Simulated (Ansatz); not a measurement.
# Wurtzite BeO

The numbers are results of r²SCAN in Ansatz (plane waves, PAW), not measurements.

Settings: plane-wave cutoff 500 eV, 10×6×1 k mesh (along the axes of the cell as run), gaussian smearing 0.02 eV, scalar-relativistic PAW data made under PBE.

Cell: relaxed at this level.

```
Property                               Result
----------------------------------  ---------
surface energy of the (10-10) face  1.57 J/m²
ionisation potential of the slab      7.35 eV
```

The slab of 24 atoms is relaxed and unreconstructed.

Computed values are for the static lattice.

The result took about 10 core-minutes (a rough figure).

Ansatz is an electronic-structure program.
